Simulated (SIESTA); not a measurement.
Crystal: Ti.

```
Ti
1.0
     2.95000    0.00000    0.00000
    -1.47500    2.55477    0.00000
     0.00000    0.00000    4.68000
Ti
2
Direct
  0.66667 0.33333 0.75000
  0.33333 0.66667 0.25000
```

Base run:

```yaml
Program: SIESTA 5.4.2
Functional: vdW-DF2
Potentials_or_basis: PseudoDojo 0.4 standard (PBE files)
Basis: DZP (energy shift 0.003 Ry; two zetas on semicore shells)
Grid_cutoff: 800 Ry
Energy_shift: 0.003 Ry
k_mesh: 10 × 10 × 6
Occupations: fermi-dirac, width 0.05 eV
Spin: no spin polarisation
```

Its results: band gap on the k mesh none (metal or under the smearing width); pressure 2.4 GPa.

**Question.** The run is repeated on the same cell with these changes: functional from vdW-DF2 to vdW-DF-C09. What comes out?

**Answer.** Band gap on the k mesh none (metal or under the smearing width); pressure -5.8 GPa.

Caveats: the potentials were made for another functional, which shifts forces and pressure; the basis of atomic orbitals isn't converged, which shifts pressures, moduli and gaps.
